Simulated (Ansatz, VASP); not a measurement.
# KI in two plane-wave programs

Wanted: the spread between two codes on one cell, functional and k mesh. The cell is taken from a series of VASP runs on this material, whose earlier steps may have relaxed, scaled or displaced it; both programs get it as it stands. Other levels of theory on this material are compared in a session of their own.

Calculated with Ansatz 0.2.0; plane waves, with VASP 6.6.1 beside it; band structure at LDA, spin-orbit coupling.

**1. Set-up**

Symmetry: Fm-3m, No. 225, cubic system. Conventional cell: a = 7.049 Å, b = 7.049 Å, c = 7.049 Å, α = 90.00°, β = 90.00°, γ = 90.00°. Nearest to I lie 6 K at 3.52 Å. K has 6 I at 3.52 Å nearest. Farther neighbours and most contacts between anions are not listed.

**2. VASP: band structure, LDA, spin-orbit coupling**

Levels along a path test the potential and the projectors away from the mesh points.

Lines of VASP's logs that name or quote its potential files are left out, and so is its time.

The input, INCAR:

```
SYSTEM = KI
PREC = Accurate
ENCUT = 350
EDIFF = 1E-06
NELM = 100
ISMEAR = 0
SIGMA = 0.03
LREAL = .FALSE.
ALGO = Normal
GGA = CA
LNONCOLLINEAR = .TRUE.
MAGMOM = 0 0 0 0 0 0
NBANDS = 28
GGA_COMPAT = .FALSE.
LASPH = .TRUE.
LSORBIT = .TRUE.
LORBIT = 11
LWAVE = .FALSE.
LCHARG = .FALSE.
KPAR = 4
```

The input, POSCAR:

```
KI
1.0
    0.0000000000      3.5245500000      3.5245500000
    3.5245500000      0.0000000000      3.5245500000
    3.5245500000      3.5245500000      0.0000000000
I K
1 1
Direct
    0.5000000000      0.5000000000      0.5000000000
    0.0000000000      0.0000000000      0.0000000000
```

The input, KPOINTS:

```
Automatic mesh
0
Gamma
6 6 6
0 0 0
```

The input, KPOINTS_OPT:

```
Line mode
10
Line-mode
Reciprocal
  0.00000000   0.00000000   0.00000000 GAMMA
  0.50000000   0.00000000   0.50000000 X

  0.50000000   0.00000000   0.50000000 X
  0.50000000   0.25000000   0.75000000 W

  0.50000000   0.25000000   0.75000000 W
  0.37500000   0.37500000   0.75000000 K

  0.37500000   0.37500000   0.75000000 K
  0.00000000   0.00000000   0.00000000 GAMMA

  0.00000000   0.00000000   0.00000000 GAMMA
  0.50000000   0.50000000   0.50000000 L

  0.50000000   0.50000000   0.50000000 L
  0.62500000   0.25000000   0.62500000 U

  0.62500000   0.25000000   0.62500000 U
  0.50000000   0.25000000   0.75000000 W

  0.50000000   0.25000000   0.75000000 W
  0.50000000   0.50000000   0.50000000 L

  0.50000000   0.50000000   0.50000000 L
  0.37500000   0.37500000   0.75000000 K

  0.62500000   0.25000000   0.62500000 U
  0.50000000   0.00000000   0.50000000 X
```

The projector-augmented-wave data sets are I and K_sv (LDA family, release 64).

Launch:

```bash
> mpirun -np 4 vasp_ncl
```

Numbers of over 12 decimals in the logs are rounded to 6 here.

Output:

```text
[banner, memory and clock lines left out]
running    4 mpi-ranks, on    1 nodes
 distrk:  each k-point on    1 cores,    4 groups
 distr:  one band on    1 cores,    1 groups

 POSCAR found type information on POSCAR I K
 POSCAR found :  2 types and       2 ions
 LDA part: xc-table for (Slater(with rela. corr.)+CA(PZ))
 , standard interpolation
 POSCAR, INCAR and KPOINTS ok, starting setup
 FFT: planning ... GRIDC
 FFT: planning ... GRID_SOFT
 FFT: planning ... GRID
 WAVECAR not read
 entering main loop
       N       E                     dE             d eps       ncg     rms          rms(c)
DAV:   1     0.808770123960E+02    0.80877E+02   -0.52273E+03   896   0.714E+02
DAV:   2     0.658307346948E+00   -0.80219E+02   -0.76351E+02  1060   0.217E+02
DAV:   3    -0.613344772342E+01   -0.67918E+01   -0.67604E+01  1480   0.532E+01
DAV:   4    -0.636397548896E+01   -0.23053E+00   -0.23008E+00  1276   0.933E+00
DAV:   5    -0.636926189781E+01   -0.52864E-02   -0.52859E-02  1296   0.117E+00    0.469E+00
DAV:   6    -0.628185640403E+01    0.87405E-01   -0.89561E-02  1092   0.209E+00    0.311E+00
DAV:   7    -0.626630405843E+01    0.15552E-01   -0.57115E-02  1164   0.125E+00    0.207E+00
DAV:   8    -0.626761481770E+01   -0.13108E-02   -0.16872E-02  1308   0.675E-01    0.489E-01
DAV:   9    -0.626717690079E+01    0.43792E-03   -0.47382E-03  1040   0.421E-01    0.865E-02
DAV:  10    -0.626719619942E+01   -0.19299E-04   -0.23908E-04  1120   0.101E-01    0.615E-02
DAV:  11    -0.626721533907E+01   -0.19140E-04   -0.22016E-05  1288   0.267E-02    0.257E-02
DAV:  12    -0.626722928409E+01   -0.13945E-04   -0.94622E-06  1112   0.200E-02    0.124E-02
DAV:  13    -0.626722960867E+01   -0.32459E-06   -0.42058E-07   948   0.458E-03
   1 F= -.62672296E+01 E0= -.62672296E+01  d E =-.950187E-17  mag=    -0.0000     0.0000    -0.0000
 Start KPOINTS_OPT (optional k-point list driver)
k-point batch [1-16\100]
       N       E                     dE             ncg
DAV:   1    -0.112445769307E+04   -0.50230E+04      896
DAV:   2    -0.245601402899E+04   -0.13316E+04     1100
DAV:   3    -0.256779365652E+04   -0.11178E+03     1460
DAV:   4    -0.257105286428E+04   -0.32592E+01     1284
DAV:   5    -0.257113282448E+04   -0.79960E-01     1352
DAV:   6    -0.257113454854E+04   -0.17241E-02     1284
DAV:   7    -0.257113458858E+04   -0.40036E-04     1372
DAV:   8    -0.257113458962E+04   -0.10414E-05     1028
DAV:   9    -0.257113458970E+04   -0.77488E-07      908
[...]
k-point batch [97-100\100]
       N       E                     dE             ncg
DAV:   1     0.416768011406E+04   -0.17454E+04      224
DAV:   2     0.384651584396E+04   -0.32116E+03      272
DAV:   3     0.382050077705E+04   -0.26015E+02      384
DAV:   4     0.381982673588E+04   -0.67404E+00      320
DAV:   5     0.381981155426E+04   -0.15182E-01      384
DAV:   6     0.381981134196E+04   -0.21230E-03      360
DAV:   7     0.381981133753E+04   -0.44365E-05      384
DAV:   8     0.381981133746E+04   -0.68382E-07      224
```

From OUTCAR (step 2):

```text
ion  position               nearest neighbor table
   1  0.500  0.500  0.500-   2 3.52   2 3.52   2 3.52   2 3.52   2 3.52   2 3.52
   2  0.000  0.000  0.000-   1 3.52   1 3.52   1 3.52   1 3.52   1 3.52   1 3.52

  LATTYP: Found a face centered cubic cell.
 ALAT       =     7.0491000000

 Subroutine GETGRP returns: Found 48 space group operations
 (whereof 48 operations were pure point group operations)

The static configuration has the point symmetry O_h .

 Found     16 irreducible k-points:

   k-points           NKPTS =     16   k-points in BZ     NKDIM =     16   number of bands    NBANDS=     28

   dimension x,y,z NGX =    30 NGY =   30 NGZ =   30
   dimension x,y,z NGXF=    60 NGYF=   60 NGZF=   60

   ENCUT  =  350.0 eV  25.72 Ry    5.07 a.u.   7.60  7.60  7.60*2*pi/ulx,y,z

   NELECT =      16.0000    total number of electrons

 k-points in reciprocal lattice and weights: Automatic mesh
   0.00000000  0.00000000  0.00000000       0.005
   0.16666667  0.00000000  0.00000000       0.037
   0.33333333  0.00000000  0.00000000       0.037
   0.50000000  0.00000000  0.00000000       0.019
   0.16666667  0.16666667  0.00000000       0.028
   0.33333333  0.16666667  0.00000000       0.111
   0.50000000  0.16666667  0.00000000       0.111
  -0.33333333  0.16666667  0.00000000       0.111
  -0.16666667  0.16666667  0.00000000       0.056
[...]
-0.33333333  0.33333333  0.16666667       0.111
  -0.33333333  0.50000000  0.16666667       0.056

 average (electrostatic) potential at core
       1 -94.9064       2 -35.6910

 E-fermi :  -0.0990

 k-point     1 :       0.0000    0.0000    0.0000
  band No.  band energies     occupation
    ...
     12      -1.2857      1.00000
     13      -0.2645      1.00000
     14      -0.2645      1.00000
     15      -0.2645      1.00000
     16      -0.2645      1.00000
     17       3.0429      0.00000
     18       3.0429      0.00000
     19       5.6843      0.00000
     20       5.6843      0.00000
     21       5.6843      0.00000
    ...

 k-point     2 :       0.1667    0.0000    0.0000
  band No.  band energies     occupation
    ...
     12      -1.4889      1.00000
     13      -0.6098      1.00000
     14      -0.6098      1.00000
     15      -0.3707      1.00000
     16      -0.3707      1.00000
     17       3.6981      0.00000
     18       3.6981      0.00000
     19       5.5993      0.00000
     20       5.5993      0.00000
     21       5.9800      0.00000
    ...

 k-point     3 :       0.3333    0.0000    0.0000
  band No.  band energies     occupation
    ...
     12      -1.9417      1.00000
     13      -0.9961      1.00000
     14      -0.9961      1.00000
     15      -0.5645      1.00000
     16      -0.5645      1.00000
     17       4.4834      0.00000
     18       4.4834      0.00000
     19       6.1875      0.00000
     20       6.1875      0.00000
     21       6.6976      0.00000
    ...

  Total       -0.6739718     -0.6739718     -0.6739718      0.0000000      0.0000000     -0.0000000
  in kB      -12.3313694    -12.3313694    -12.3313694      0.0000000      0.0000000     -0.0000000
  external PRESSURE =     -12.3313694 kB  Pullay stress =       0.0000000 kB

  energy-cutoff  :      350.00
  volume of cell :       87.57
      direct lattice vectors                 reciprocal lattice vectors
     0.000000000  3.524550000  3.524550000    -0.141862082  0.141862082  0.141862082
     3.524550000  0.000000000  3.524550000     0.141862082 -0.141862082  0.141862082
     3.524550000  3.524550000  0.000000000     0.141862082  0.141862082 -0.141862082

 POSITION                                       TOTAL-FORCE (eV/Angst)
 -----------------------------------------------------------------------------------
      3.52455      3.52455      3.52455         0.000000      0.000000      0.000000
      0.00000      0.00000      0.00000        -0.000000     -0.000000     -0.000000
 -----------------------------------------------------------------------------------
    total drift:                                0.000000      0.000000      0.000000

  FREE ENERGIE OF THE ION-ELECTRON SYSTEM (eV)
  ---------------------------------------------------
  free  energy   TOTEN  =        -6.2672296087 eV

  energy  without entropy=       -6.2672296087  energy(sigma->0) =       -6.26722961

 Spin-Orbit-Coupling matrix elements
 Ion:    1  E_soc:     -0.2613122
 Ion:    2  E_soc:     -0.0089808

 total charge
# of ion       s       p       d       tot
------------------------------------------
    1        1.498   2.839   0.001   4.338
    2        1.956   5.555   0.025   7.536
--------------------------------------------------
tot          3.454   8.394   0.026  11.874

 magnetization (x)
# of ion       s       p       d       tot
------------------------------------------
    1        0.000   0.000  -0.000  -0.000
    2        0.000   0.000   0.000   0.000
--------------------------------------------------
tot          0.000   0.000  -0.000   0.000

 magnetization (y)
# of ion       s       p       d       tot
------------------------------------------
    1        0.000   0.000   0.000   0.000
    2       -0.000   0.000   0.000  -0.000
--------------------------------------------------
tot         -0.000   0.000   0.000  -0.000

 magnetization (z)
# of ion       s       p       d       tot
------------------------------------------
    1        0.000   0.000  -0.000  -0.000
    2        0.000   0.000  -0.000   0.000
--------------------------------------------------
tot          0.000   0.000  -0.000   0.000

[... 3 further parts left out ...]
```

The run ends at a pressure of -1.23 GPa.

(Continued in part 2 of 2.)

[Lines on the potential files, build, host, timing and source positions are cut from VASP's logs without a mark.]

[Logs are printed without paths, hosts, clocks, repeated set-up lines and the standing remarks that a program may print on its own settings, such as how far it seeks lower states.]

[Hosts, paths, dates, database ids (printed as entryN), source tags and the programs' standing remarks are cut or masked in the printed files.]
